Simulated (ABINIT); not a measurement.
## WS2: equation of state with PBE

The system is WS2.

```
W S
1.0
     2.59173    0.00000    0.00000
     0.00000    2.59173    0.00000
     0.00000    0.00000    9.23417
W S
1 2
Cartesian
  1.2959 1.2959 4.6171
  1.2959 1.2959 7.0702
  1.2959 1.2959 2.1639
```

The cell was built by a generator and needn't be a form met in nature.

| Item | Value |
| --- | --- |
| Program | ABINIT 10.8.3 (patched build) |
| Task | equation of state |
| Functional | PBE |
| Potentials or basis | JTH PAW PBE v2.0 |
| Cutoff | 544 eV |
| k mesh | 10 × 10 × 3 |
| Occupations | fermi-dirac, width 0.05 eV |
| Spin | no spin polarisation |
| Fine-grid cutoff | 1088.46 eV |
| Exchange and correlation inside the PAW spheres | full angular mesh (pawxcdev 0, this build's default; the released program takes 1) |

* Equilibrium volume: 20.83 Å³/atom
* Bulk modulus at fixed shape and positions: 112 GPa
* Pressure derivative of the bulk modulus: 4.0

Energy against volume, from the lowest point:
```csv
volume (Å³/atom),energy (meV/atom)
19.435,36.13
19.848,16.99
20.262,5.19
20.676,0.00
21.089,0.66
21.503,6.78
21.916,17.79
```

Wall time 3.8 min on 1 thread of Arm Neoverse V2 (shared host), peak memory 0.18 GiB.

Caveat: pressures at fixed basis lie under the slope of the energies; the cell was scaled at fixed shape and fractional positions, which overstates the stiffness of a crystal with free parameters, most of all of layers and chains; this functional lacks dispersion, which binds the layers, so the pressure and a relaxed spacing across them are unreliable; the atomic spheres overlap. Spin-orbit coupling is left out, which matters for the levels of W.
